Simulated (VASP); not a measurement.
Yb: single point with PBE

Crystal: Yb.

```
Yb
1.0
    -2.17871    2.17871    2.17871
     2.17871   -2.17871    2.17871
     2.17871    2.17871   -2.17871
Yb
1
Direct
  0.00000 0.00000 0.00000
```

The cell was built by a generator and needn't be a form met in nature.

```yaml
Program: VASP 6.6.1
Task: single point
Functional: PBE
Potentials_or_basis: VASP PAW PBE potentials, release 64 (Yb)
Cutoff: 520 eV
k_mesh: 14 × 14 × 14
Occupations: gaussian, width 0.05 eV
Spin: no spin polarisation
Dipole_correction: no
Further_INCAR_settings: ALGO = Normal; EDIFF = 1e-07; NBANDS = 18
```

The pressure is -2.6 GPa. The band gap on the k mesh is none (metal or under the smearing width).

Levels at points of the mesh, in eV from the Fermi level:
```
           k point  band 10  band 11  band 12  band 13  band 14  band 15
(0.00, 0.00, 0.00)    -0.26    -0.26    -0.25     2.77     2.77     2.77
(0.50, 0.00, 0.00)    -0.28    -0.27    -0.26     0.32     1.35     4.09
(0.50, 0.50, 0.50)    -0.26    -0.26    -0.26    -0.26     4.42     4.42
```

Wall time 80 s on 1 thread of Intel(R) Xeon(R) Platinum 8559C (Emerald Rapids) (shared host), peak memory 0.23 GiB.

The run has no spin-orbit coupling, so splittings on Yb are missing. Spin polarisation is off, so any magnetic state and its effect on volume and gap are missing.
